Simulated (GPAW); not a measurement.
The system is Ti.

```
Ti
1.0
     2.95000    0.00000    0.00000
    -1.47500    2.55477    0.00000
     0.00000    0.00000    4.68000
Ti
2
Direct
  0.66667 0.33333 0.75000
  0.33333 0.66667 0.25000
```

Program: GPAW 26.7.0. Alike in all runs: no spin polarisation; cell as given; cutoff (eV) 600.

Order these runs on this cell by their pressure, lowest first.
A. level BLYP; potentials or basis PAW data sets generated in the run's folder for this functional, pw; k mesh 10 × 10 × 6; smearing fermi-dirac 0.05 eV; eigensolver davidson; band path GMKGALHA,LM,KH; band points 100
B. level PBEsol; potentials or basis PAW data sets generated in the run's folder for this functional, pw; k mesh 10 × 10 × 6; smearing methfessel-paxton 0.2 eV; smearing order 1; k mesh for the DOS 15 × 15 × 9
C. level PBE+U; potentials or basis GPAW PAW data sets (gpaw-data 1.2.1), pw; U Ti d U = 5.3 eV; k mesh 7 × 7 × 4; smearing fermi-dirac 0.05 eV; band path GMKGALHA,LM,KH; band points 60
D. level OLYP; potentials or basis PAW data sets generated in the run's folder for this functional, pw; k mesh 7 × 7 × 4; smearing fermi-dirac 0.05 eV; eigensolver davidson; band path GMKGALHA,LM,KH; band points 100
E. level LDA; potentials or basis the program's PAW data sets (release 1.2.1) made for this functional, pw; k mesh 7 × 7 × 4; smearing fermi-dirac 0.05 eV; band path GMKGALHA,LM,KH; band points 60

E (-10.2 GPa), B (-6.2 GPa), D (-1.5 GPa), A (0.3 GPa), C (6.7 GPa).

Caveats: this smearing can pin the Fermi level at a band edge (some runs); U without spin polarisation on a metal has little footing (some runs); the U is typed as a test and isn't derived for this compound (some runs).

Not every run made on this cell is shown here.
